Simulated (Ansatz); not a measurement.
# Calculated ¹⁷O NMR of the central transition for V2O5

Cell: a diffraction structure from the COD whose atoms were relaxed with PBE, the cell held.

```cif
data_V2O5
_symmetry_space_group_name_H-M 'Pmmn:1'
_symmetry_Int_Tables_number 59
_cell_length_a 3.5640
_cell_length_b 11.5120
_cell_length_c 4.3680
_cell_angle_alpha 90.000
_cell_angle_beta 90.000
_cell_angle_gamma 90.000
loop_
_atom_site_label
_atom_site_type_symbol
_atom_site_symmetry_multiplicity
_atom_site_Wyckoff_symbol
_atom_site_fract_x
_atom_site_fract_y
_atom_site_fract_z
V V 4 e 0.0000 0.8515 0.1133
O5 O 4 e 0.0000 0.8550 0.4759
O9 O 4 e 0.0000 0.6809 0.9947
O13 O 2 a 0.0000 0.0000 0.0017
```

One atom of each set is listed.

Computed with Ansatz: DFT, r2SCAN, plane waves and PAW, scalar-relativistic, 500 eV cutoff, Γ-centred 7×2×6 k-points, Fermi–Dirac smearing 0.02 eV.

¹⁷O has I = 5/2 and Q = -25.58 mb (Pyykkö 2018); at 11.7 T its Larmor frequency is ν₀ = 67.6 MHz. Only the quadrupole interaction is simulated: positions count from each site's isotropic chemical shift, and J coupling is left out, as are shift anisotropy and dipolar coupling, which fast spinning averages.

(1) Simulate the second-order pattern (fast magic-angle spinning, Gaussian broadening 0.1 kHz) of site O13 (2 V at 1.78 Å, angle 148°).

Results:

(1) The calculation gives C_Q = 3.80 MHz and η = 0.10, so ν_Q = 0.569 MHz and the centre of gravity lies at -19.0 ppm (-1.28 kHz).

| offset (kHz) | height |
| --- | --- |
| -3.341 | 0 |
| -3.239 | 1 |
| -3.138 | 6 |
| -3.037 | 6 |
| -2.935 | 6 |
| -2.834 | 7 |
| -2.732 | 7 |
| -2.631 | 7 |
| -2.530 | 7 |
| -2.428 | 7 |
| -2.327 | 8 |
| -2.225 | 8 |
| -2.124 | 21 |
| -2.022 | 65 |
| -1.921 | 89 |
| -1.820 | 67 |
| -1.718 | 55 |
| -1.617 | 50 |
| -1.515 | 47 |
| -1.414 | 46 |
| -1.313 | 45 |
| -1.211 | 46 |
| -1.110 | 47 |
| -1.008 | 49 |
| -0.907 | 53 |
| -0.805 | 58 |
| -0.704 | 70 |
| -0.603 | 98 |
| -0.501 | 100 |
| -0.400 | 56 |
| -0.298 | 6 |
| -0.197 | 0 |

At O13 V_zz points along the bisector of its two bonds (within 1°).

The largest force is 0.6 eV/Å, so the atoms aren't at the calculated equilibrium and relaxing them would move these values.

The run took 18 s of wall time (65 s of CPU time) and 1.2 GiB at its peak, on 4 threads of Intel Xeon Platinum 8259CL CPU @ 2.50GHz (Skylake/Cascade Lake) (x86_64; 16 cores open to the job, memory cap 8.0 GiB, no GPU), a shared host with a load of 0.4 a core.
